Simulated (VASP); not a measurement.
# AgCl: the relaxed cell at several levels of theory

How much does the relaxed cell of AgCl depend on the functional? The starting structure is a computed structure from the Materials Project. The first relaxation on each setting starts from this cell expanded by 3 % in volume.

Calculated with VASP 6.6.1; Kohn-Sham DFT with plane waves and PAW; PBEsol, LDA, PBE, PBEsol + D3(BJ), r2SCAN and r2SCAN + rVV10.

**1. Set-up**

The structure is cubic, space group Fm-3m (No. 225). Conventional cell: a = 5.545 Å, b = 5.545 Å, c = 5.545 Å, α = 90.00°, β = 90.00°, γ = 90.00°. Nearest to Ag lie 6 Cl at 2.77 Å. Nearest to Cl lie 6 Ag at 2.77 Å. Farther neighbours and most contacts between anions are not listed.

Coordinates:

```cif
data_structure
_symmetry_space_group_name_H-M 'P 1'
_symmetry_Int_Tables_number 1
_cell_length_a 3.9211
_cell_length_b 3.9211
_cell_length_c 3.9211
_cell_angle_alpha 60.000
_cell_angle_beta 60.000
_cell_angle_gamma 60.000
_cell_volume 42.63
loop_
_atom_site_label
_atom_site_type_symbol
_atom_site_fract_x
_atom_site_fract_y
_atom_site_fract_z
_atom_site_occupancy
Ag1 Ag 0.00000 0.00000 0.00000 1
Cl2 Cl 0.50000 0.50000 0.50000 1
```

**2. Relaxation with PBEsol**

PBEsol restores the gradient expansion of exchange and is tuned for the cells of solids. This run starts from the cell of an earlier relaxation, which isn't shown; the restart sets up the plane waves anew.

Input file INCAR:

```
SYSTEM = AgCl
PREC = Accurate
ENCUT = 450
EDIFF = 1E-06
NELM = 100
ISMEAR = 0
SIGMA = 0.03
LREAL = .FALSE.
ALGO = Normal
GGA = PS
NBANDS = 15
LASPH = .TRUE.
LORBIT = 11
LWAVE = .FALSE.
LCHARG = .FALSE.
KPAR = 4
IBRION = 2
NSW = 50
ISIF = 3
EDIFFG = -0.006
```

Input file POSCAR:

```
AgCl
1.0
    0.0000000000      2.7228317684      2.7228317684
    2.7228317684      0.0000000000      2.7228317684
    2.7228317684      2.7228317684      0.0000000000
Ag Cl
1 1
Direct
    0.0000000000      0.0000000000      0.0000000000
    0.5000000000      0.5000000000      0.5000000000
```

Input file KPOINTS:

```
Automatic mesh
0
Gamma
6 6 6
0 0 0
```

PAW data sets: Ag and Cl (PBE family, release 64).

Launch:

```console
mpirun -np 4 vasp_std
```

What it wrote:

```text
[banner, memory and clock lines left out]
running    4 mpi-ranks, on    1 nodes
 distrk:  each k-point on    1 cores,    4 groups
 distr:  one band on    1 cores,    1 groups

 POSCAR found type information on POSCAR AgCl
 POSCAR found :  2 types and       2 ions
|                                                                             |
|               ----> ADVICE to this user running VASP <----                  |
|                                                                             |
|     You enforced a specific xc type in the INCAR file but a different       |
|     [... a line on the potential file left out ...]
|     I HOPE YOU KNOW WHAT YOU ARE DOING!                                     |
|                                                                             |

 LDA part: xc-table for (Slater+PW92), standard interpolation
 POSCAR, INCAR and KPOINTS ok, starting setup
 FFT: planning ... GRIDC
 FFT: planning ... GRID_SOFT
 FFT: planning ... GRID
 WAVECAR not read
 entering main loop
       N       E                     dE             d eps       ncg     rms          rms(c)
DAV:   1     0.894333620908E+02    0.89433E+02   -0.80246E+03   512   0.965E+02
DAV:   2    -0.298049890080E+01   -0.92414E+02   -0.85742E+02   585   0.215E+02
DAV:   3    -0.619834122518E+01   -0.32178E+01   -0.32072E+01   606   0.430E+01
DAV:   4    -0.621967952268E+01   -0.21338E-01   -0.21337E-01   599   0.383E+00
DAV:   5    -0.621995163815E+01   -0.27212E-03   -0.27210E-03   627   0.428E-01    0.749E+00
DAV:   6    -0.606485883737E+01    0.15509E+00   -0.30083E-01   579   0.754E+00    0.483E+00
DAV:   7    -0.606195920877E+01    0.28996E-02   -0.68223E-02   578   0.183E+00    0.209E+00
DAV:   8    -0.606059190979E+01    0.13673E-02   -0.37794E-03   585   0.671E-01    0.306E-01
DAV:   9    -0.606055913179E+01    0.32778E-04   -0.40938E-04   620   0.269E-01    0.435E-02
DAV:  10    -0.606058074440E+01   -0.21613E-04   -0.30962E-05   564   0.540E-02    0.134E-02
DAV:  11    -0.606058429904E+01   -0.35546E-05   -0.27776E-06   627   0.141E-02    0.248E-03
DAV:  12    -0.606058432441E+01   -0.25374E-07   -0.19722E-07   345   0.367E-03
   1 F= -.60605843E+01 E0= -.60605843E+01  d E =-.606058E+01
 curvature:   0.00 expect dE= 0.000E+00 dE for cont linesearch  0.000E+00
 trial: gam= 0.00000 g(F)=  0.147E-64 g(S)=  0.180E-05 ort = 0.000E+00 (trialstep = 0.100E+01)
 search vector abs. value=  0.180E-05
 reached required accuracy - stopping structural energy minimisation
```

The job ended after 4.4 s (4 MPI ranks of AMD EPYC 7R43, shared host; peak memory 0.48 GiB).

Lines that name or quote the potential files are left out of all logs, and their timing lines are given in words.

Parts of OUTCAR (step 2):

```text
ion  position               nearest neighbor table
   1  0.000  0.000  0.000-   2 2.72   2 2.72   2 2.72   2 2.72   2 2.72   2 2.72
   2  0.500  0.500  0.500-   1 2.72   1 2.72   1 2.72   1 2.72   1 2.72   1 2.72

  LATTYP: Found a face centered cubic cell.
 ALAT       =     5.4456635368

 Subroutine GETGRP returns: Found 48 space group operations
 (whereof 48 operations were pure point group operations)

The static configuration has the point symmetry O_h .

 Found     16 irreducible k-points:

   k-points           NKPTS =     16   k-points in BZ     NKDIM =     16   number of bands    NBANDS=     15

   dimension x,y,z NGX =    28 NGY =   28 NGZ =   28
   dimension x,y,z NGXF=    56 NGYF=   56 NGZF=   56

   ENCUT  =  450.0 eV  33.07 Ry    5.75 a.u.   6.66  6.66  6.66*2*pi/ulx,y,z

   NELECT =      18.0000    total number of electrons

 k-points in reciprocal lattice and weights: Automatic mesh
   0.00000000  0.00000000  0.00000000       0.005
   0.16666667  0.00000000  0.00000000       0.037
   0.33333333  0.00000000  0.00000000       0.037
   0.50000000  0.00000000  0.00000000       0.019
   0.16666667  0.16666667  0.00000000       0.028
   0.33333333  0.16666667  0.00000000       0.111
   0.50000000  0.16666667  0.00000000       0.111
  -0.33333333  0.16666667  0.00000000       0.111
  -0.16666667  0.16666667  0.00000000       0.056
[...]
-0.33333333  0.33333333  0.16666667       0.111
  -0.33333333  0.50000000  0.16666667       0.056

 average (electrostatic) potential at core
       1 -72.5458       2 -91.2408

 E-fermi :   4.6076

 k-point     1 :       0.0000    0.0000    0.0000
  band No.  band energies     occupation
    ...
      5       1.7609      2.00000
      6       1.7609      2.00000
      7       1.8686      2.00000
      8       1.8686      2.00000
      9       1.8686      2.00000
     10       5.1537      0.00000
     11      15.1565      0.00000
     12      15.1565      0.00000
     13      15.1565      0.00000
     14      16.4247      0.00000
    ...

 k-point     2 :       0.1667    0.0000    0.0000
  band No.  band energies     occupation
    ...
      5       1.8236      2.00000
      6       1.8236      2.00000
      7       2.0936      2.00000
      8       2.9831      2.00000
      9       2.9831      2.00000
     10       6.3682      0.00000
     11      13.1257      0.00000
     12      14.4488      0.00000
     13      14.4488      0.00000
     14      16.3787      0.00000
    ...

 k-point     3 :       0.3333    0.0000    0.0000
  band No.  band energies     occupation
    ...
      5       2.0371      2.00000
      6       2.0371      2.00000
      7       2.3408      2.00000
      8       3.9978      2.00000
      9       3.9978      2.00000
     10       7.9727      0.00000
     11      11.3997      0.00000
     12      12.6305      0.00000
     13      12.6305      0.00000
     14      17.1833      0.00000
    ...

  Total       -0.0049874     -0.0049874     -0.0049874      0.0000000     -0.0000000      0.0000000
  in kB       -0.1979222     -0.1979222     -0.1979222      0.0000000     -0.0000000      0.0000000
  external PRESSURE =      -0.1979222 kB  Pullay stress =       0.0000000 kB

  energy-cutoff  :      450.00
  volume of cell :       40.37
      direct lattice vectors                 reciprocal lattice vectors
     0.000000000  2.722831768  2.722831768    -0.183632351  0.183632351  0.183632351
     2.722831768  0.000000000  2.722831768     0.183632351 -0.183632351  0.183632351
     2.722831768  2.722831768  0.000000000     0.183632351  0.183632351 -0.183632351

 POSITION                                       TOTAL-FORCE (eV/Angst)
 -----------------------------------------------------------------------------------
      0.00000      0.00000      0.00000         0.000000      0.000000      0.000000
      2.72283      2.72283      2.72283        -0.000000      0.000000      0.000000
 -----------------------------------------------------------------------------------
    total drift:                                0.000000      0.000000      0.000000

  FREE ENERGIE OF THE ION-ELECTRON SYSTEM (eV)
  ---------------------------------------------------
  free  energy   TOTEN  =        -6.0605843244 eV

  energy  without entropy=       -6.0605843244  energy(sigma->0) =       -6.06058432

 reached required accuracy - stopping structural energy minimisation

 total charge
# of ion       s       p       d       tot
------------------------------------------
    1        0.217   0.162   9.359   9.738
    2        1.594   3.442   0.000   5.036
--------------------------------------------------
tot          1.811   3.604   9.359  14.774

[... 3 further parts left out ...]
```

CONTCAR:

```
AgCl
   1.00000000000000
     0.0000000000000000    2.7228317683999999    2.7228317683999999
     2.7228317683999999    0.0000000000000000    2.7228317683999999
     2.7228317683999999    2.7228317683999999    0.0000000000000000
  Ag              Cl
     1     1
Direct
     0.0000000000000000    0.0000000000000000    0.0000000000000000
     0.5000000000000000    0.5000000000000000    0.5000000000000000
```

The PAW data sets were made with PBE, which is usual practice but a small mismatch for other functionals. The run keeps the 48 symmetry operations of its start, so it cannot find a distortion of lower symmetry.

With PBEsol the relaxed cell holds 20.187 Å³ an atom, -5.30 % against the starting cell, with a = 5.446 Å.

**3. Relaxation with LDA**

LDA, the lowest rung, knows the local density alone. This run starts from the cell of an earlier relaxation, which isn't shown; the restart sets up the plane waves anew.

INCAR: that of step 2 with these lines changed.

```diff
@@ -9,3 +9,3 @@
 ALGO = Normal
-GGA = PS
+GGA = CA
 NBANDS = 15
```

Input file POSCAR:

```
AgCl
1.0
    0.0000000000      2.6779133986      2.6779133986
    2.6779133986      0.0000000000      2.6779133986
    2.6779133986      2.6779133986      0.0000000000
Ag Cl
1 1
Direct
    0.0000000000      0.0000000000      0.0000000000
    0.5000000000      0.5000000000      0.5000000000
```

KPOINTS is that of step 2.

The projector-augmented-wave data sets are Ag and Cl (LDA family, release 64).

Launch:

```console
mpirun -np 4 vasp_std
```

What it wrote:

```text
[banner, memory and clock lines left out]
running    4 mpi-ranks, on    1 nodes
[...]
LDA part: xc-table for (Slater(with rela. corr.)+CA(PZ))
 , standard interpolation
 POSCAR, INCAR and KPOINTS ok, starting setup
[...]
entering main loop
       N       E                     dE             d eps       ncg     rms          rms(c)
DAV:   1     0.900792080223E+02    0.90079E+02   -0.82644E+03   504   0.973E+02
DAV:   2    -0.402296306101E+01   -0.94102E+02   -0.87462E+02   592   0.222E+02
DAV:   3    -0.692837557649E+01   -0.29054E+01   -0.29002E+01   620   0.418E+01
DAV:   4    -0.694772133905E+01   -0.19346E-01   -0.19344E-01   578   0.369E+00
[...]
DAV:   9    -0.679210929911E+01    0.85375E-04   -0.35349E-04   634   0.232E-01    0.309E-02
DAV:  10    -0.679211376907E+01   -0.44700E-05   -0.12615E-05   585   0.381E-02    0.115E-02
DAV:  11    -0.679211429159E+01   -0.52252E-06   -0.87611E-07   394   0.913E-03
   1 F= -.67921143E+01 E0= -.67921143E+01  d E =-.679211E+01
[...]
reached required accuracy - stopping structural energy minimisation
```

Wall time 4.4 s (4 MPI ranks); peak memory 0.4 GiB.

From OUTCAR (step 3):

```text
  Total       -0.0054637     -0.0054637     -0.0054637      0.0000000      0.0000000     -0.0000000
  in kB       -0.2279196     -0.2279196     -0.2279196      0.0000000      0.0000000     -0.0000000
  external PRESSURE =      -0.2279196 kB  Pullay stress =       0.0000000 kB

 POSITION                                       TOTAL-FORCE (eV/Angst)
 -----------------------------------------------------------------------------------
      0.00000      0.00000      0.00000         0.000000      0.000000      0.000000
      2.67791      2.67791      2.67791        -0.000000      0.000000     -0.000000
 -----------------------------------------------------------------------------------
    total drift:                                0.000000      0.000000      0.000000

  FREE ENERGIE OF THE ION-ELECTRON SYSTEM (eV)
  ---------------------------------------------------
  free  energy   TOTEN  =        -6.7921142916 eV

  energy  without entropy=       -6.7921142916  energy(sigma->0) =       -6.79211429

[... 2 parts as in an earlier step ...]

[... 2 further parts left out ...]
[key lines of the parts left out:]
E-fermi :   5.1762
```

With LDA the relaxed cell holds 19.204 Å³ an atom, -9.91 % against the starting cell, with a = 5.356 Å. That is -4.87 % from PBEsol.

**4. Relaxation with PBE**

PBE, the usual starting point, adds the gradient of the density.

INCAR: that of step 3 with these lines changed.

```diff
@@ -9,3 +9,3 @@
 ALGO = Normal
-GGA = CA
+GGA = PE
 NBANDS = 15
```

Input file POSCAR:

```
AgCl
1.0
    0.0000000000      2.8001168911      2.8001168911
    2.8001168911      0.0000000000      2.8001168911
    2.8001168911      2.8001168911      0.0000000000
Ag Cl
1 1
Direct
    0.0000000000      0.0000000000      0.0000000000
    0.5000000000      0.5000000000      0.5000000000
```

KPOINTS is that of step 3.

The projector-augmented-wave data sets are Ag and Cl (PBE family, release 64).

Launch:

```console
mpirun -np 4 vasp_std
```

What it wrote:

```text
[banner, memory and clock lines left out]
running    4 mpi-ranks, on    1 nodes
[...]
LDA part: xc-table for (Slater+PW92), standard interpolation
 POSCAR, INCAR and KPOINTS ok, starting setup
[...]
entering main loop
       N       E                     dE             d eps       ncg     rms          rms(c)
DAV:   1     0.849152562670E+02    0.84915E+02   -0.79375E+03   520   0.939E+02
DAV:   2    -0.267982553040E+01   -0.87595E+02   -0.80584E+02   592   0.212E+02
DAV:   3    -0.557012021886E+01   -0.28903E+01   -0.28830E+01   613   0.407E+01
DAV:   4    -0.558982588146E+01   -0.19706E-01   -0.19705E-01   599   0.371E+00
[...]
DAV:  10    -0.540072506513E+01   -0.73178E-04   -0.11498E-04   550   0.964E-02    0.305E-02
DAV:  11    -0.540072942787E+01   -0.43627E-05   -0.45356E-06   620   0.157E-02    0.364E-03
DAV:  12    -0.540072946733E+01   -0.39459E-07   -0.22060E-07   422   0.485E-03
   1 F= -.54007295E+01 E0= -.54007295E+01  d E =-.540073E+01
[...]
N       E                     dE             d eps       ncg     rms          rms(c)
DAV:   1    -0.540194643384E+01   -0.12170E-02   -0.20025E-02   480   0.141E+00    0.233E-01
DAV:   2    -0.540086853728E+01    0.10779E-02   -0.26839E-03   494   0.578E-01    0.701E-02
DAV:   3    -0.540079296891E+01    0.75568E-04   -0.20889E-04   571   0.112E-01    0.505E-02
DAV:   4    -0.540078327836E+01    0.96905E-05   -0.67657E-06   578   0.222E-02    0.160E-02
DAV:   5    -0.540078039059E+01    0.28878E-05   -0.11962E-06   416   0.160E-02    0.211E-03
DAV:   6    -0.540078028161E+01    0.10898E-06   -0.41015E-07   289   0.690E-03
   2 F= -.54007803E+01 E0= -.54007803E+01  d E =-.508143E-04
 trial-energy change:   -0.000051  1 .order   -0.000055   -0.000090   -0.000020
 step:   1.2834(harm=  1.2834)  dis= 0.00000  next Energy=    -5.400787 (dE=-0.575E-04)
 reached required accuracy - stopping structural energy minimisation
```

It took 8.4 s on 4 MPI ranks; peak memory 0.5 GiB; 31 s of CPU time.

Parts of OUTCAR (step 4):

```text
  Total        0.0077717      0.0077717      0.0077717      0.0000000     -0.0000000      0.0000000
  in kB        0.2828551      0.2828551      0.2828551      0.0000000     -0.0000000      0.0000000
  external PRESSURE =       0.2828551 kB  Pullay stress =       0.0000000 kB

 POSITION                                       TOTAL-FORCE (eV/Angst)
 -----------------------------------------------------------------------------------
      5.60499      2.80249      2.80249         0.000000     -0.000000      0.000000
      2.80249      2.80249      2.80249        -0.000000      0.000000     -0.000000
 -----------------------------------------------------------------------------------
    total drift:                                0.000000      0.000000      0.000000

  FREE ENERGIE OF THE ION-ELECTRON SYSTEM (eV)
  ---------------------------------------------------
  free  energy   TOTEN  =        -5.4007802816 eV

  energy  without entropy=       -5.4007802816  energy(sigma->0) =       -5.40078028

[... 2 parts as in an earlier step ...]

[... 2 further parts left out ...]
[key lines of the parts left out:]
E-fermi :   3.5602
```

With PBE the relaxed cell holds 22.011 Å³ an atom, +3.26 % against the starting cell, with a = 5.605 Å. That is +9.04 % from PBEsol.

**5. Relaxation with PBEsol + D3(BJ)**

D3 with Becke-Johnson damping keeps a finite attraction at short range. This run starts from the cell of an earlier relaxation, which isn't shown; the restart sets up the plane waves anew.

INCAR: that of step 4 with these lines changed.

```diff
@@ -9,3 +9,4 @@
 ALGO = Normal
-GGA = PE
+GGA = PS
+IVDW = 12
 NBANDS = 15
```

Input file POSCAR:

```
AgCl
1.0
    0.0000000000      2.6860954157      2.6860954157
    2.6860954157      0.0000000000      2.6860954157
    2.6860954157      2.6860954157      0.0000000000
Ag Cl
1 1
Direct
    0.0000000000      0.0000000000      0.0000000000
    0.5000000000      0.5000000000      0.5000000000
```

KPOINTS is that of step 4.

Launch:

```console
mpirun -np 4 vasp_std
```

What it wrote:

```text
[banner, memory and clock lines left out]
running    4 mpi-ranks, on    1 nodes
[...]
[... a notice as in an earlier step ...]

 LDA part: xc-table for (Slater+PW92), standard interpolation
 POSCAR, INCAR and KPOINTS ok, starting setup
[...]
entering main loop
       N       E                     dE             d eps       ncg     rms          rms(c)
DAV:   1     0.911032795477E+02    0.91103E+02   -0.81235E+03   496   0.976E+02
DAV:   2    -0.310088520759E+01   -0.94204E+02   -0.87920E+02   578   0.223E+02
DAV:   3    -0.618429342746E+01   -0.30834E+01   -0.30779E+01   592   0.429E+01
DAV:   4    -0.620557418206E+01   -0.21281E-01   -0.21279E-01   613   0.380E+00
[...]
DAV:  10    -0.604764234312E+01   -0.16192E-04   -0.20360E-05   572   0.469E-02    0.157E-02
DAV:  11    -0.604764716644E+01   -0.48233E-05   -0.41113E-06   571   0.178E-02    0.460E-03
DAV:  12    -0.604764711980E+01    0.46643E-07   -0.19831E-07   359   0.434E-03
   1 F= -.66611557E+01 E0= -.66611557E+01  d E =-.666116E+01
[...]
reached required accuracy - stopping structural energy minimisation
```

Elapsed: 4.8 s, on 4 MPI ranks; peak memory 0.52 GiB; 16 s of CPU time.

Parts of OUTCAR (step 5):

```text
 Edisp (eV)   -0.61351

  Total      -0.00499    -0.00499    -0.00499     0.00000     0.00000    -0.00000
  in kB      -0.20632    -0.20632    -0.20632     0.00000     0.00000    -0.00000
  external pressure =       -0.21 kB  Pullay stress =        0.00 kB

 POSITION                                       TOTAL-FORCE (eV/Angst)
 -----------------------------------------------------------------------------------
      0.00000      0.00000      0.00000         0.000000     -0.000000     -0.000000
      2.68610      2.68610      2.68610         0.000000      0.000000      0.000000
 -----------------------------------------------------------------------------------
    total drift:                                0.000000      0.000000      0.000000

  FREE ENERGIE OF THE ION-ELECTRON SYSTEM (eV)
  ---------------------------------------------------
  free  energy   TOTEN  =        -6.6611556955 eV

  energy  without entropy=       -6.6611556955  energy(sigma->0) =       -6.66115570

[... 2 parts as in an earlier step ...]

[... 2 further parts left out ...]
[key lines of the parts left out:]
E-fermi :   5.1523
```

With PBEsol + D3(BJ) the relaxed cell holds 19.380 Å³ an atom, -9.08 % against the starting cell, with a = 5.372 Å. That is -3.99 % from PBEsol.

[end of part 1 of 2]

[Lines on the potential files, build, host, timing and source positions are cut from VASP's logs without a mark.]

[Logs are printed without paths, hosts, clocks, repeated set-up lines and the standing remarks that a program may print on its own settings, such as how far it seeks lower states.]

[Hosts, paths, dates, database ids (printed as entryN), source tags and the programs' standing remarks are cut or masked in the printed files.]
